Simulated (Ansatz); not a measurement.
# Lu: the cost of one run

Program: Ansatz 0.2.0. Level of theory: DFT, PBE, all-electron LAPW, scalar-relativistic. These are calculated values, not measurements.

### 1 The structure to begin with

Symmetry: R-3m, No. 166, trigonal system. The conventional cell has a = 3.481 Å, b = 3.481 Å, c = 25.455 Å, α = 90.00°, β = 90.00°, γ = 120.00°. Lu (site symmetry -3m) is surrounded by 12 Lu at 3.48 Å. Lu (site symmetry 3m) is surrounded by 12 Lu at 3.45 to 3.48 Å.

Coordinates:

```xyz
3
Lattice="1.7407 1.0050 8.4851 -1.7407 1.0050 8.4851 0.0000 -2.0100 8.4851" Properties=species:S:1:pos:R:3 pbc="T T T"
Lu    0.0000    0.0000    0.0000
Lu    0.0000    0.0000   19.8122
Lu    0.0000    0.0000    5.6433
```

Atoms are numbered in the order of the input: Lu1, Lu2, Lu3.

### 2 Free moments, LAPW

input.yaml

```yaml
crystal:
  lattice:
    - [1.7407333994, 1.0050128967, 8.4851473122]
    - [-1.7407333994, 1.0050128967, 8.4851473122]
    - [0.0, -2.0100257934, 8.4851473122]
  atoms:
    - { symbol: Lu, position: [0.0, 0.0, 0.0], spin: 1.0 }
    - { symbol: Lu, position: [0.77830861, 0.77830861, 0.77830861], spin: 1.0 }
    - { symbol: Lu, position: [0.22169139, 0.22169139, 0.22169139], spin: 1.0 }
magnetization:
  spin_polarized: true
kpoints:
  mp_grid: { grid: [10, 10, 10] }
scf:
  occupations: { method: fermi_dirac, width: 0.05 }
  lower_state_search: "off"
hamiltonian:
  xc: pbe
  pseudopotentials: { kind: all_electron, lapw: { basis_error: 0.001 } }
output:
  forces: true
  stress: true
  eigenvalues: false
  populations: true
```

Started as:

```bash
ansatz run input.yaml --threads 2 --pin off --max-ram 6144MiB --backend cpu --events-out ev --progress --plain --runs-dir out
```

Q: Estimate wall time and peak memory on 2 threads of Arm Neoverse V2, shared host.

About 3.2 min, with a peak of 1.4 GiB.
